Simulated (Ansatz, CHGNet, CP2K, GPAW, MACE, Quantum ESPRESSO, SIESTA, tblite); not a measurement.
**Codes compared on wurtzite SiC, size series (72 atoms)**

Aim: run wurtzite SiC, size series (72 atoms) in several programs and set results and cost side by side. A plane-wave run serves as the reference.

Method: Kohn-Sham DFT, PBE, PAW, plane waves, in Ansatz 0.2.0.

## (1) Set-up

The cell holds 72 atoms: 36 Si and 36 C. Its edges and angles: a = 9.228 Å, b = 9.228 Å, c = 10.096 Å, α = 90.0°, β = 90.0°, γ = 120.0°. It derives from SiC (wurtzite), repeated 3×3×2. Wurtzite SiC (a = 3.076 Å, c = 5.048 Å), 3 x 3 x 2 conventional cells; ideal positions. Then every atom was moved at random, 0.03 Å r.m.s. a Cartesian component.

## (2) Plane-wave reference

The PAW files are the set soft_2.

The input, input.yaml:

```yaml
crystal:
  lattice:
    - [9.228, 0.0, 0.0]
    - [-4.614, 7.99168, 0.0]
    - [0.0, 0.0, 10.096]
  atoms:
    - { symbol: Si, position: [0.0079, 0.00894, 0.00317] }
    - { symbol: C, position: [0.10932, 0.22534, 0.05961] }
    - { symbol: Si, position: [0.10937, 0.21982, 0.24977] }
    - { symbol: C, position: [0.00141, 1.0, 0.31162] }
    [... 62 atom lines left out ...]
    - { symbol: Si, position: [0.77834, 0.88695, 0.24251] }
    - { symbol: C, position: [0.67459, 0.67132, 0.3168] }
    - { symbol: Si, position: [0.66253, 0.66156, 0.50334] }
    - { symbol: C, position: [0.78492, 0.89085, 0.56274] }
    - { symbol: Si, position: [0.77986, 0.89139, 0.75268] }
    - { symbol: C, position: [0.66585, 0.66323, 0.817] }
kpoints:
  mp_grid: { grid: [1, 1, 1] }
hamiltonian:
  xc: pbe
scf:
  occupations: { method: fermi_dirac, width: 0.05 }
output:
  forces: true
  eigenvalues: true
  populations: true
  stress: true
```

The run is started by

```console
$ ansatz run input.yaml --threads 4 --pin off --max-ram 8192MiB --backend cpu --events-out ev --progress --plain --runs-dir out
```

Numbers of over 12 decimals in the logs are rounded to 6 here.

The program printed:

```text
[...]
Pseudopotentials: kind: paw
Pseudopotential: Si, paw, valence charge 4, recommended cutoff 420 eV (normal), Si.paw.azcp
Pseudopotential: C, paw, valence charge 4, recommended cutoff 420 eV (normal), C.paw.azcp
[... 5 lines on functional and potentials left out ...]
Crystal: 72 atoms, lattice volume = 744.552 Å³
Basis set: ecut = 420 eV, 14493 PW (Γ), exchange–correlation on 128×128×144 points (8 copies of the dense FFT grid, shifted against one another)
Bands: 216, of which v1, the nominal top of the filled ones, is band 144 counted from 1 (143 counted from 0)
Symmetry: 1 space group operations
Space group: P1 (ITA 1), of the structure as read, at distance tolerance 9.1e-5 Å
k-points: 1
[... 5 lines on functional and potentials left out ...]
Initial density: superposition of atomic densities (neutral atoms: chi_scale 0, normalization atom), corrected by the library's trained network
Initial wavefunctions: pseudopotential atomic-orbital guess
[...]
SCF iter   1: F=—  HF=-31925.607637 eV  |F-HF|=—  |Δ(HF+E_count)|=         —  Δρ=6.28e-3  dr2=2.01e-1  ethr=1.77e-3  ⟨swp⟩=6.0  Hψ=1008  notcnv=0  defer=10
preconditioner: auto → Resta (q_TF=auto, 2.329 Å⁻¹)  ε∞=5.0  [insulator: Δε(μ)=2.048 eV  Ē_g=11.617 eV  σ=0.050 eV  W_gap=1.00  n_scr=156 (ndim 8)  ℏωp=23.1 eV  f_vac=0.000  D(μ)=0.00/eV (n_scr^D=0)  ε∞_Penn≈5.0]
[...]
SCF iter   6: F=—  HF=-31925.572174 eV  |F-HF|=—  |Δ(HF+E_count)|=   8.49e-7  Δρ=7.84e-6  dr2=4.51e-7  ethr=4.25e-9  ⟨swp⟩=2.0  Hψ=286  notcnv=0  defer=44
SCF iter   7: F=-31925.572174 eV  HF=-31925.572174 eV  |F-HF|=1.03e-8  |Δ(HF+E_count)|=   3.50e-7  Δρ=1.77e-6  dr2=2.51e-8  ethr=3.47e-11  ⟨swp⟩=14.0  Hψ=1294  notcnv=0
SCF 1 converged in 7 iterations: F = -31925.572174 eV  dr2 = 2.51e-8
[...]
SCF converged after 7 iterations
Free energy (F): -31925.572174 eV
Harris-Foulkes:  -31925.572174 eV  (|F-HF|=1.03e-8)
Internal energy: -31925.572174 eV  (E = F + TS)
E sigma→0 (E₀):  -31925.572174 eV
Entropy (-TS):   -0.000000 eV (-0.000 meV/atom)
Fermi energy:    10.819917 eV
--- Per-component energies (eV) ---
[...]
Σ components = -31925.572174   (vs F -31925.572174, Δ=0.00e0)
--- Forces (eV/Å), atoms counted from 1 ---
  atom   1  Si    -0.62133340    -2.01428408    -0.33040365
  atom   2  C      0.86479580     0.26484934     0.50343873
  atom   3  Si    -0.30618659     0.60209304     0.43739768
  atom   4  C     -0.15841966    -0.27798727    -0.12162488
[...]
atom  72  C      0.14119871     1.06147156    -1.66280741
  max |Σ_I F_I| component: 1.80e-4 eV/Å
--- Stress (GPa, compression-positive) ---
        5.657068       0.862313      -0.102969
        0.862312       5.832482      -0.241018
       -0.102969      -0.241019       3.954297
  P = ⅓ Tr σ = 5.1479 GPa (51.479 kbar)
--- Band table (eV) ---
  k-point 0: bands = ["-5.9227", "-4.7818", "-4.6786", "-4.1720", [... 200 levels ...], "16.9726", "16.9867", "17.0021", "17.0376", "17.0935", "17.1169", "17.1356", "17.1767", "17.3986", "17.7987", "17.9094", "18.0670"]
--- Löwdin populations: 72 sites ---
  site symbol       q [e]
     0     Si      2.9244
     1      C      5.0195
     2     Si      2.9262
[...]
71      C      5.0212
  spilling = 0.010129 (of n_electrons = 288.000000)
```

It took 6.8 s on 4 threads of Arm Neoverse V1, shared host; peak memory 0.89 GiB; 22 s of CPU time.

The run gave:

```
free energy                                      : -31925.5722 eV
free energy per atom                             : -443.4107 eV/atom
SCF cycles                                       : 7
pressure                                         : 5.148 GPa
r.m.s. force component                           : 0.9796 eV/Å
longest force                                    : 4.452 eV/Å
Fermi energy                                     : 10.82 eV
gap (highest filled to lowest empty level) : 1.998 eV
spilling of the projection                       : 0.01013
```

Length of the force by element:

| element | coordination | atoms | mean length of the force (eV/Å) | spread | least | most |
| --- | --- | --- | --- | --- | --- | --- |
| C | all | 36 | 1.46 | 0.778 | 0.342 | 4.45 |
| Si | all | 36 | 1.56 | 0.760 | 0.249 | 3.58 |

Löwdin charges by element (they lack the spilled electrons, 0.041 e an atom on average):

| element | coordination | atoms | mean charge (e) | spread | least | most |
| --- | --- | --- | --- | --- | --- | --- |
| C | all | 36 | -1.01 | 0.0127 | -1.04 | -0.991 |
| Si | all | 36 | 1.10 | 0.0185 | 1.06 | 1.15 |

The levels nearest the highest filled one (over half full), pooled over k-points and spins:

| level less the highest filled one (eV) | occupation |
| --- | --- |
| -0.736 | 2 |
| -0.727 | 2 |
| -0.629 | 2 |
| -0.229 | 2 |
| -0.0604 | 2 |
| 0 | 2 |
| 2.00 | 0 |
| 2.02 | 0 |
| 3.08 | 0 |
| 3.10 | 0 |
| 3.13 | 0 |
| 3.14 | 0 |

The run ends at a pressure of 5.15 GPa, with forces up to 4.5 eV/Å.

## (3) The other programs

The programs:
- CHGNet: machine-learned potential, published weights.
- CP2K 2026.2: Gaussian basis with GTH pseudopotentials and a plane-wave density; labels give functional, basis (MOLOPT sets; SR short-range, UZH the newer set with its own potentials), grid cutoff/relative cutoff and solver (OT: orbital transformation; TRS4, TC2, SIGN: linear-scaling purification with its sparsity filter), or its built-in tight binding.
- GPAW 26.7.0: PAW with atomic orbitals (LCAO), plane waves or a real-space grid of spacing h.
- MACE: machine-learned potential, published weights.
- Quantum ESPRESSO 7.5: plane waves; labels (QE) give functional, pseudopotential set and cutoffs of waves/density.
- SIESTA 5.4.2: numerical atomic orbitals, whose automatically made sets are far from complete, with PseudoDojo norm-conserving potentials that we converted to its format (checked against plane waves on the same files for H, C, O, Si, Ge and Ca alone); labels give functional, basis size, energy shift and mesh cutoff.
- tblite 0.8.0: extended tight binding, driven from Python.

All use the same cell and atoms; the electronic-structure runs use the same k-mesh, and an electronic temperature of 580 K (0.05 eV) where levels are smeared.

Differences are against the plane-wave reference, forces as r.m.s. over components; share is that over the reference's r.m.s. force, slope the least-squares factor from reference forces to these. Total energies of different programs have different zeros and aren't compared.

| run | Δ force, r.m.s. (meV/Å) | share (%) | slope | Δ pressure (GPa) | Δ gap (eV) | cores | CPU time | memory (GiB) |
| --- | --- | --- | --- | --- | --- | --- | --- | --- |
| reference | - | - | - | - | - | 4 | 22 s | 0.89 |
| CHGNet 0.3.0 potential | 477 | 48.7 | 0.534 | -1.40 | - | 1 | 3.8 s | 0.95 |
| CHGNet r2SCAN potential | 588 | 60.0 | 0.413 | -4.40 | - | 1 | 3.9 s | 0.95 |
| CP2K PBE+D3, DZVP-MOLOPT-SR, 450/50 Ry, diagonalisation | 13.5 | 1.38 | 1.007 | -2.99 | 0.0529 | 2 | 4.7 min | 1.7 |
| CP2K PBE, DZVP-MOLOPT-SR, 157/50 Ry, diagonalisation (coarse) | 31.4 | 3.20 | 1.014 | -0.947 | 0.0528 | 2 | 4.4 min | 0.61 |
| CP2K PBE, DZVP-MOLOPT-SR, 315/50 Ry, diagonalisation (coarse) | 14.5 | 1.48 | 1.006 | -0.950 | 0.0529 | 2 | 4.6 min | 1.1 |
| CP2K PBE, DZVP-MOLOPT-SR, 450/50 Ry, diagonalisation | 13.7 | 1.39 | 1.006 | -0.951 | 0.0529 | 2 | 4.6 min | 1.7 |
| CP2K PBE, DZVP-MOLOPT-SR, 450/70 Ry, diagonalisation | 13.7 | 1.39 | 1.006 | -0.951 | 0.0529 | 2 | 6.4 min | 1.7 |
| GPAW PBE, LCAO dzp, h 0.2 Å | 55.2 | 5.64 | 1.048 | - | 0.0451 | 1 | 3 min | 0.94 |
| GPAW PBE, LCAO sz(dzp), h 0.2 Å (coarse) | 290 | 29.6 | 1.238 | - | 2.28 | 1 | 43 s | 0.7 |
| GPAW PBE, LCAO szp(dzp), h 0.2 Å (coarse) | 80.7 | 8.24 | 1.072 | - | 0.508 | 1 | 2.2 min | 0.9 |
| GPAW RPBE, LCAO dzp, h 0.2 Å | 67.5 | 6.89 | 1.058 | - | 0.0812 | 1 | 3.2 min | 0.94 |
| MACE MP-0b2 small potential | 148 | 15.1 | 1.019 | -0.765 | - | 1 | 7.6 s | 0.66 |
| QE PBE, sssp-1.3.0-efficiency, 45/360 Ry | 4.51 | 0.460 | 1.004 | 0.236 | -0.0036 | 2 | 3 min | 1.7 |
| QE PBE, sssp-1.3.0-efficiency, 45/360 Ry, paro | 4.50 | 0.459 | 1.004 | 0.241 | -0.0034 | 2 | 5.5 min | 1.8 |
| SIESTA PBE, DZP, shift 0.005 Ry, mesh 300 Ry | 61.0 | 6.23 | 1.056 | 2.39 | -0.0125 | 2 | 6.5 min | 1.4 |
| SIESTA PBE, DZP, shift 0.01 Ry, mesh 300 Ry | 55.4 | 5.66 | 1.044 | 2.33 | -0.0326 | 2 | 4.3 min | 1.2 |
| SIESTA PBE, TZP, shift 0.01 Ry, mesh 300 Ry | 57.5 | 5.87 | 1.048 | 2.39 | -0.0022 | 2 | 6.1 min | 1.5 |
| tblite GFN1-xTB | 251 | 25.6 | 0.953 | 18.8 | - | 1 | 3.8 s | 0.12 |
| tblite GFN2-xTB | 350 | 35.8 | 1.200 | 0.238 | - | 1 | 8.7 s | 0.12 |

Rows marked coarse were listed beforehand as settings not expected to be converged; some can still land near the reference.

Times of the machine-learned potentials are mostly Python's start and the loading of weights.

CPU time is summed over cores on a shared host, where runs went side by side, so it is rough. Symmetry, cutoffs, thresholds, outputs and thread counts weren't matched or tuned between programs; memory under MPI is the largest rank's times the ranks.

Mean charges by element (e), by run and scheme:

| run | scheme | Si | C |
| --- | --- | --- | --- |
| reference | Löwdin | +1.10 | -1.01 |
| CP2K PBE+D3, DZVP-MOLOPT-SR, 450/50 Ry, diagonalisation | Mulliken | +0.42 | -0.42 |
| CP2K PBE+D3, DZVP-MOLOPT-SR, 450/50 Ry, diagonalisation | Hirshfeld | +0.31 | -0.31 |
| CP2K PBE, DZVP-MOLOPT-SR, 315/50 Ry, diagonalisation | Mulliken | +0.42 | -0.42 |
| CP2K PBE, DZVP-MOLOPT-SR, 315/50 Ry, diagonalisation | Hirshfeld | +0.31 | -0.31 |
| CP2K PBE, DZVP-MOLOPT-SR, 450/50 Ry, diagonalisation | Mulliken | +0.42 | -0.42 |
| CP2K PBE, DZVP-MOLOPT-SR, 450/50 Ry, diagonalisation | Hirshfeld | +0.31 | -0.31 |
| CP2K PBE, DZVP-MOLOPT-SR, 450/70 Ry, diagonalisation | Mulliken | +0.42 | -0.42 |
| CP2K PBE, DZVP-MOLOPT-SR, 450/70 Ry, diagonalisation | Hirshfeld | +0.31 | -0.31 |
| SIESTA PBE, DZP, shift 0.005 Ry, mesh 300 Ry | Hirshfeld | +0.29 | -0.29 |
| SIESTA PBE, DZP, shift 0.01 Ry, mesh 300 Ry | Hirshfeld | +0.27 | -0.27 |
| SIESTA PBE, TZP, shift 0.01 Ry, mesh 300 Ry | Hirshfeld | +0.28 | -0.28 |
| tblite GFN1-xTB | Mulliken | +0.21 | -0.21 |
| tblite GFN2-xTB | Mulliken | +0.35 | -0.35 |

The reference's Löwdin charges lack the electrons that the projection spills, 0.041 e an atom on average.

Within one program, basis, potentials and functional, energies share a zero. Each run against its twin at the usual cutoff or grid and solver:

| run | twin | Δ energy (meV/atom) | Δ force, r.m.s. (meV/Å) | CPU time over the twin's |
| --- | --- | --- | --- | --- |
| CP2K PBE, DZVP-MOLOPT-SR, 157/50 Ry, diagonalisation | DZVP-MOLOPT-SR, 450/50 Ry, diagonalisation | -0.529 | 25.6 | 0.96 |
| CP2K PBE, DZVP-MOLOPT-SR, 315/50 Ry, diagonalisation | DZVP-MOLOPT-SR, 450/50 Ry, diagonalisation | -0.0058 | 4.00 | 0.99 |
| CP2K PBE, DZVP-MOLOPT-SR, 450/70 Ry, diagonalisation | DZVP-MOLOPT-SR, 450/50 Ry, diagonalisation | 9.0e-4 | 0.089 | 1.4 |
| QE PBE, sssp-1.3.0-efficiency, 45/360 Ry, paro | sssp-1.3.0-efficiency, 45/360 Ry | 0 | 0.24 | 1.9 |

A second geometry, displaced anew (every atom was moved at random, 0.08 Å r.m.s. a Cartesian component), gives an energy difference that all programs can be tested on. The reference puts it at 165.8 meV/atom.

| run | energy less the first geometry's (meV/atom) | error (meV/atom) | force share at the second geometry (%) |
| --- | --- | --- | --- |
| QE PBE, sssp-1.3.0-efficiency, 45/360 Ry | 166.5 | 0.697 | 0.487 |
| tblite GFN2-xTB | 207.0 | 41.2 | 40.5 |
| GPAW PBE, LCAO dzp, h 0.2 Å | 174.3 | 8.50 | 5.70 |
| MACE MP-0b2 small potential | 175.2 | 9.35 | 15.6 |
| SIESTA PBE, DZP, shift 0.01 Ry, mesh 300 Ry | 173.7 | 7.86 | 5.73 |
| CHGNet r2SCAN potential | 94.42 | -71.4 | 38.3 |
| tblite GFN1-xTB | 168.8 | 2.99 | 20.7 |
| CP2K PBE, DZVP-MOLOPT-SR, 450/50 Ry, diagonalisation | 167.1 | 1.28 | 1.34 |
| CHGNet 0.3.0 potential | 109.9 | -55.9 | 30.1 |
| SIESTA PBE, TZP, shift 0.01 Ry, mesh 300 Ry | 174.9 | 9.06 | 5.97 |
| GPAW PBE, LCAO sz(dzp), h 0.2 Å | 212.2 | 46.4 | 29.7 |
| QE PBE, sssp-1.3.0-efficiency, 45/360 Ry, paro | 166.5 | 0.697 | 0.490 |
| CP2K PBE, DZVP-MOLOPT-SR, 450/70 Ry, diagonalisation | 167.1 | 1.28 | 1.34 |
| CP2K PBE, DZVP-MOLOPT-SR, 315/50 Ry, diagonalisation | 167.1 | 1.28 | 1.34 |
| GPAW PBE, LCAO szp(dzp), h 0.2 Å | 178.0 | 12.1 | 8.33 |
| CP2K PBE, DZVP-MOLOPT-SR, 157/50 Ry, diagonalisation | 167.3 | 1.50 | 1.81 |
| CP2K PBE+D3, DZVP-MOLOPT-SR, 450/50 Ry, diagonalisation | 167.3 | 1.47 | 1.34 |
| SIESTA PBE, DZP, shift 0.005 Ry, mesh 300 Ry | 175.4 | 9.54 | 6.38 |
| GPAW RPBE, LCAO dzp, h 0.2 Å | 176.3 | 10.4 | 7.04 |

## (4) Summary of results

| Item | Value |
| --- | --- |
| reference r.m.s. force component | 0.980 eV/Å |
| nearest in forces | a tie at 0.46 % of 2 runs: QE PBE, sssp-1.3.0-efficiency, 45/360 Ry; QE PBE, sssp-1.3.0-efficiency, 45/360 Ry, paro |
| farthest in forces | CHGNet r2SCAN potential, 60 % |
| cheapest electronic-structure run beside the reference | tblite GFN1-xTB, 3.8 s of CPU time |

What this shows: PBE on plane waves or a grid with other potentials, cutoffs or grids, coarse settings apart, differs from the reference by 0.46 % in each run of the r.m.s. force; this holds the reference's own error, so differences of a few per cent don't tell which side is nearer the exact PBE result (QE's 45 Ry are 612 eV, against the reference's 420 eV). The PBE runs in local orbitals, coarse settings apart, differ by 1.4 % (CP2K PBE, DZVP-MOLOPT-SR, 450/50 Ry, diagonalisation) to 6.2 % (SIESTA PBE, DZP, shift 0.005 Ry, mesh 300 Ry); basis, grid and potentials can all enter. Tight binding differs by 26 % (tblite GFN1-xTB) to 36 % (tblite GFN2-xTB); it is another model, with fitted parameters of its own, and the xTB methods hold dispersion. Machine-learned potentials differ by 15 % (MACE MP-0b2 small potential) to 60 % (CHGNet r2SCAN potential); they were trained on other programs' data, some at another functional. Among those trained on PBE data the slope goes as low as 0.53, which softening far from their training structures can give, though the reference's k-sampling is untested too. Rows with another functional or a dispersion term differ by 1.4 % (CP2K PBE+D3, DZVP-MOLOPT-SR, 450/50 Ry, diagonalisation) to 6.9 % (GPAW RPBE, LCAO dzp, h 0.2 Å), which mixes the change of model with differences of basis and potentials. Runs with settings chosen to be coarse differ by 1.5 % (CP2K PBE, DZVP-MOLOPT-SR, 315/50 Ry, diagonalisation) to 30 % (GPAW PBE, LCAO sz(dzp), h 0.2 Å), their programs' other errors included. Of the electronic-structure runs that take under half the reference's CPU time, tblite GFN1-xTB comes nearest, at 26 % in 3.8 s against 22 s; its pressure misses by +18.8 GPa. GPAW PBE, LCAO sz(dzp), h 0.2 Å stiffens the forces by a factor of 1.24 while following their directions (correlation 0.990); the slopes of the 4 GPAW runs lie between 1.05 and 1.24. At the same functional, gaps differ from the reference's 2.00 eV by between -0.03 and +2.28 eV. A likely cause of the wide gaps: compact atomic orbitals describe empty levels worse than filled ones. These are spacings on the run's k-points, which needn't hold the band edges. In pressure, SIESTA PBE, DZP, shift 0.005 Ry, mesh 300 Ry misses by +2.4 GPa, at the same functional. Charges hang on model, scheme and program or settings: among these rows the mean for Si runs from +0.21 to +1.10 e. The energy difference between the two geometries, 166 meV/atom in the reference, is met best by QE PBE, sssp-1.3.0-efficiency, 45/360 Ry (+0.697) and QE PBE, sssp-1.3.0-efficiency, 45/360 Ry, paro (+0.697) and worst by CHGNet r2SCAN potential (-71.4). In the reference: filled and empty levels are parted by 2.00 eV at Γ alone; the mesh holds the band edges only if they fold onto it, so the gap at this level can be narrower or closed, while semilocal functionals tend to narrow gaps against experiment. In the reference: mean Löwdin charges: C -1.01, Si +1.10 e (they miss 1.0 % of the electrons, so they add up to more than the cell's charge). Periodic xTB results under one method name differ between programs and library versions. Machine-learned potentials mimic data converged in k, so the reference's own k-point error enters their differences. The reference's pressure of 5.1 GPa belongs to a cell and atoms that aren't relaxed at this level. The electronic-structure runs sample only Γ, in a cell whose shortest periodic width is 8 Å.

[Also dropped from logs without a mark: logging warnings of Python, and SIESTA's first energy breakdown and zero terms.]

[Logs are printed without paths, hosts, clocks, repeated set-up lines and the standing remarks that a program may print on its own settings, such as how far it seeks lower states.]

[Hosts, paths, dates, database ids (printed as entryN), source tags and the programs' standing remarks are cut or masked in the printed files.]
